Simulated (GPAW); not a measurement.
Y:

```xyz
2
Lattice="3.6474 0.0000 0.0000 -1.8237 3.1587 0.0000 0.0000 0.0000 5.7306" Properties=species:S:1:pos:R:3 pbc="T T T"
Y     1.8237    1.0529    4.2980
Y     0.0000    2.1058    1.4326
```

Base run:

| Property | Result |
| --- | --- |
| Program | GPAW 26.7.0 |
| Functional | revPBE |
| Potentials or basis | the program's PAW data sets (release 1.2.1) made for this functional |
| Cutoff | 600 eV |
| Basis | pw |
| k mesh | 8 × 8 × 5 |
| Occupations | fermi-dirac, width 0.05 eV |
| Spin | no spin polarisation |

Its results: pressure 0.9 GPa.

After a change of settings the same cell gave: pressure 1.3 GPa. Which change was it?
A. functional from revPBE to LDA
B. functional from revPBE to RPBE
C. functional from revPBE to PBEsol; potentials or basis from the program's PAW data sets (release 1.2.1) made for this functional to PAW data sets generated in the run's folder for this functional

B.

Runs at the PBE level aren't shown here.
